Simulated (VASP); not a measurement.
The system is V.

```
V
1.0
    -1.51435    1.51435    1.51435
     1.51435   -1.51435    1.51435
     1.51435    1.51435   -1.51435
V
1
Cartesian
  0.0000 0.0000 0.0000
```

Program: VASP 6.6.1. Alike in all runs: spin collinear, ferromagnetic start; cell as given; k mesh 12 × 12 × 12. Hardware: 1 thread of Intel(R) Xeon(R) Platinum 8488C (Sapphire Rapids), with other jobs on the host.

Problem. Order these runs on this cell by their wall time, lowest first.
A. task single point; level PBE; potentials or basis VASP PAW PBE potentials, release 64 (V_sv); cutoff (eV) 520; smearing gaussian 0.02 eV
B. task band structure; level r2SCAN+D3(BJ)+U; potentials or basis VASP PAW PBE potentials, release 64 (V_sv_GW); U V d U = 4 eV; cutoff (eV) 600; smearing methfessel-paxton 0.1 eV
C. task density of states; level rev-vdW-DF2+U; potentials or basis VASP PAW PBE potentials, release 64 (V_sv); U V d U = 4 eV, J = 0.9 eV; cutoff (eV) 520; smearing methfessel-paxton 0.2 eV; LDAUTYPE 1; hund's J 0.9; k mesh for the DOS 18 × 18 × 18; occupations for the DOS tetrahedron

Solution. A (21 s), C (60 s), B (220 s).

Caveats: the U is typed as a test and isn't derived for this compound (some runs).
